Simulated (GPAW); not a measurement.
A run of GPAW 26.7.0 is set up as follows.

File run.py:

```python
from ase.calculators.mixing import SumCalculator
from ase.eos import EquationOfState
from ase.io import Trajectory
from ase.spacegroup import crystal
from ase.units import GPa
from dftd3.ase import DFTD3
from gpaw import GPAW, PW, setup_paths

setup_paths.insert(0, '.')

# In 4a
# P 4c
atoms = crystal(['In', 'P'],
                basis=[[0.0, 0.0, 0.0],
                       [0.25, 0.25, 0.25]],
                spacegroup=216, setting=1,  # F-43m
                cellpar=[5.861, 5.861, 5.861, 90.0, 90.0, 90.0],
                primitive_cell=True)

traj = Trajectory('eos.traj', 'w')
volumes, energies = [], []
for x in [0.94, 0.96, 0.98, 1.0, 1.02, 1.04, 1.06]:
    a = atoms.copy()
    a.set_cell(atoms.cell * x**(1 / 3), scale_atoms=True)
    calc = GPAW(mode=PW(600),
                xc='PBEsol',
                kpts={'size': (6, 6, 6), 'gamma': True},
                occupations={'name': 'fermi-dirac', 'width': 0.05},
                nbands=18,
                convergence={'density': 1e-05, 'energy': 1e-05},
                maxiter=150,
                txt=f'eos-{x:.2f}.txt')
    a.calc = SumCalculator([calc, DFTD3(method='pbesol', damping='d3zero')])
    energies.append(a.get_potential_energy())
    volumes.append(a.get_volume())
    p = -a.get_stress()[:3].mean() / GPa
    calc.write(f'eos-{x:.2f}.gpw')
    traj.write(a)
    print(f'{x:.2f} {volumes[-1]:10.4f} A^3 {energies[-1]:14.6f} eV {p:9.3f} GPa', flush=True)

v0, e0, B = EquationOfState(volumes, energies, eos='birchmurnaghan').fit()
print(f'V0 = {v0:.4f} A^3, E0 = {e0:.6f} eV, B0 = {B / GPa:.2f} GPa')
```

Potentials or basis: PAW data sets generated in the run's folder for this functional, pw.

Run with:

```bash
$ gpaw-setup -f PBEsol In P
$ OMP_NUM_THREADS=1 python run.py
```

Problem. Predict the pressure derivative of the bulk modulus.

Solution. 4.7.

Problem. What does it give for the equilibrium volume?

Solution. 24.88 Å³/atom.

Problem. What does it give for the bulk modulus?

Solution. 70 GPa.

Energy against volume, from the lowest point:
```
volume (Å³/atom)  energy (meV/atom)
          23.657              13.95
          24.160               4.37
          24.663               0.00
          25.167               0.31
          25.670               4.79
          26.173              12.96
          26.677              24.41
```

**The experiment to reproduce.**

A printed reference work, data compilation reports, for a bulk crystal of InP: bulk modulus 71 GPa.

A measured bulk modulus of InP is 71 GPa (a printed reference work, data compilation); the calculated 70 GPa misses it by -1.7 %. The fit is for a static lattice scaled at fixed shape and fixed fractional positions.
